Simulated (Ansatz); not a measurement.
Crystal: MnS.

```xyz
2
Lattice="1.8300 1.0565 2.9709 -1.8300 1.0565 2.9709 0.0000 -2.1131 2.9709" Properties=species:S:1:pos:R:3 pbc="T T T"
Mn    0.0000    0.0000    0.0000
S     0.0000    0.0000    4.4564
```

The cell is a database's computed one.

Base run:

- Program: Ansatz 0.2.0
- Functional: PBE
- Potentials or basis: Ansatz PAW
- Cutoff: 420 eV (not typed: the program's choice for these potentials)
- k mesh: 8 × 8 × 8
- Occupations: fermi-dirac, width 0.05 eV
- Spin: collinear spin, ferromagnetic start
- Starting moments: [4.0, 0.0] μB
- Fixed moment: 4 μB

Its results: pressure -8.4 GPa; site moments Mn +3.74; S +0.02 μB.

The run is repeated on the same cell with these changes: fixed moment from 4 μB to 3 μB; moments at the start from [4.0, 0.0] to [3.0, 0.0]. What comes out?

Pressure -15.7 GPa; site moments Mn +2.96; S -0.09 μB.

Caveats: the total moment is fixed, so each spin has its own Fermi level; a cell with one magnetic atom can't hold antiferromagnetic order, which such compounds often take; the thresholds are loose for stress.
